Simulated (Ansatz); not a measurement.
Relaxed structure of H2 on the (100) surface of TaN, one molecule per 38.5 Å² (the molecule's atoms stand last):

```yaml
crystal:
  lattice:
    - [6.20149, 0.00000, 0.00000]
    - [0.00000, 6.20149, 0.00000]
    - [0.00000, 0.00000, 22.53662]
  atoms:
    - { symbol: Ta, position: [0.50000, 0.50000, 0.35498] }
    - { symbol: Ta, position: [0.50000, 0.00000, 0.35498] }
    - { symbol: Ta, position: [0.00000, 0.50000, 0.35498] }
    - { symbol: Ta, position: [0.00000, 0.00000, 0.35498] }
    - { symbol: N, position: [0.25000, 0.25000, 0.35498] }
    - { symbol: N, position: [0.25000, 0.75000, 0.35498] }
    - { symbol: N, position: [0.75000, 0.25000, 0.35498] }
    - { symbol: N, position: [0.75000, 0.75000, 0.35498] }
    - { symbol: Ta, position: [0.72137, 0.74990, 0.44976] }
    - { symbol: Ta, position: [0.77857, 0.24992, 0.44972] }
    - { symbol: Ta, position: [0.27042, 0.74994, 0.45383] }
    - { symbol: Ta, position: [0.22998, 0.24995, 0.45382] }
    - { symbol: N, position: [0.50286, 0.46825, 0.45011] }
    - { symbol: N, position: [0.50284, 0.03162, 0.45006] }
    - { symbol: N, position: [0.99732, 0.53165, 0.45012] }
    - { symbol: N, position: [0.99734, 0.96816, 0.45008] }
    - { symbol: Ta, position: [0.01180, 0.00826, 0.54306] }
    - { symbol: Ta, position: [0.01162, 0.49177, 0.54312] }
    - { symbol: Ta, position: [0.48866, 0.99277, 0.54307] }
    - { symbol: Ta, position: [0.48877, 0.50715, 0.54312] }
    - { symbol: N, position: [0.74818, 0.74994, 0.55171] }
    - { symbol: N, position: [0.75210, 0.24993, 0.55193] }
    - { symbol: N, position: [0.24256, 0.74994, 0.56207] }
    - { symbol: N, position: [0.25759, 0.25000, 0.56261] }
    - { symbol: H, position: [0.84983, 0.80302, 0.70762] }
    - { symbol: H, position: [0.82246, 0.78793, 0.67532] }
```

Theory: DFT PBE+D3(BJ), scalar-relativistic, plane waves, PAW in Ansatz 0.2.0. Plane waves to 420 eV, a k mesh through Γ of 3×3×1 on the computed 26-atom cell and Gaussian smearing (0.10 eV); no spin polarisation. A dipole correction removes the field between periodic images along c.

The slab and the molecular layer are also computed alone at these places.

Q: How does the adsorption energy per molecule split into interaction and deformation?

A: E_ads = -0.716 eV: interaction of the rigid parts -0.080 eV, deformation of the slab -0.636 eV, deformation of the molecule with its lateral interactions 0.000 eV.

Q: How much charge moves across the plane at z = 13.95 Å, midway between slab and molecule?

A: No net charge (under 0.01 e); half the integral of |Δρ| is 0.02 e.

Q: How does the density difference (whole less rigid parts, positive where electrons gather), summed over the plane, run along c?

A:
```
z (Å)  Δρ (e/Å)
 6.06     0.001
 6.20     0.001
 6.48     0.001
 6.62     0.001
 6.76     0.000
 6.90    -0.001
 7.18    -0.002
 7.32    -0.003
 7.47    -0.003
 7.61    -0.002
 7.89     0.001
 8.03     0.001
 8.17     0.000
 8.31    -0.001
 8.59     0.000
 8.73     0.000
 8.87     0.000
 9.01     0.000
 9.30    -0.001
 9.44    -0.001
 9.58     0.000
 9.72     0.001
10.00     0.001
10.14     0.000
10.28    -0.001
10.56     0.000
10.70     0.000
10.85     0.000
10.99     0.000
11.27     0.000
11.41     0.000
11.55     0.001
11.69     0.001
11.97     0.001
12.11     0.001
12.25     0.000
12.40    -0.001
12.68     0.004
12.82     0.007
12.96     0.008
13.10     0.007
13.38     0.004
13.52     0.002
13.66     0.000
13.80    -0.001
14.09    -0.002
14.23    -0.002
14.37    -0.003
14.65    -0.004
14.79    -0.005
14.93    -0.006
15.07    -0.008
15.35    -0.007
15.49    -0.005
15.63    -0.003
15.78     0.000
16.06     0.003
16.20     0.003
16.34     0.003
16.48     0.002
16.76     0.001
16.90     0.001
17.04     0.001
17.18     0.001
17.47     0.000
17.61     0.000
17.75     0.000
17.89     0.000
18.17     0.000
18.31     0.000
```

The reference crystal is the rock-salt form of TaN, which isn't its usual structure.